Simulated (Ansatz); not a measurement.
# GaP: the cost of one run

Program: Ansatz 0.2.0. Level of theory: DFT PBE, scalar-relativistic, plane waves, PAW. These are calculated values, not measurements.

3 further runs of the same task are left out: 3 set aside as unsound or not needed.

### Step 1. The structure to begin with

Symmetry: F-43m, No. 216, cubic system. Conventional cell: a = 5.506 Å, b = 5.506 Å, c = 5.506 Å, α = 90.00°, β = 90.00°, γ = 90.00°. Ga (site symmetry -43m) is surrounded by 4 P at 2.38 Å. Around P (site symmetry -43m) lie 4 Ga at 2.38 Å.

As a file:

```
CELL_PARAMETERS angstrom
0.00000 2.75304 2.75304
2.75304 0.00000 2.75304
2.75304 2.75304 0.00000
ATOMIC_POSITIONS crystal
Ga 0.00000 0.00000 0.00000
P 0.75000 0.75000 0.75000
```

It is the result of an earlier relaxation at this level (volume 20.87 Å³/atom; gap on the mesh: 1.58 eV).

### Step 2. Relaxing at 1 GPa

What is minimised here is the enthalpy; the energy can go up as the cell is squeezed.

File input.yaml:

```yaml
crystal:
  lattice:
    - [0.0, 2.7530369374, 2.7530369374]
    - [2.7530369374, 0.0, 2.7530369374]
    - [2.7530369374, 2.7530369374, 0.0]
  atoms:
    - { symbol: Ga, position: [0.0, 0.0, 0.0] }
    - { symbol: P, position: [0.75, 0.75, 0.75] }
basis:
  ecutwfc: 420
kpoints:
  mp_grid: { grid: [8, 8, 8] }
hamiltonian:
  xc: pbe
scf:
  occupations: { method: fixed }
output:
  forces: true
  stress: true
  eigenvalues: true
relax:
  adjacent_minimum: "off"
  f_tol: 0.001
  max_steps: 60
  cell: { stress_tol: 0.02, p_target: 1.0 }
```

Run with:

```sh
> ansatz run input.yaml --threads 1 --pin off --max-ram 3072MiB --backend cpu --events-out ev --progress --plain --runs-dir out
```

**Question.** How long does this run take on 1 thread of Intel Xeon Platinum 8488C (Sapphire Rapids), shared host, and how much memory does it need?

About 9.3 s, with a peak of 0.37 GiB.
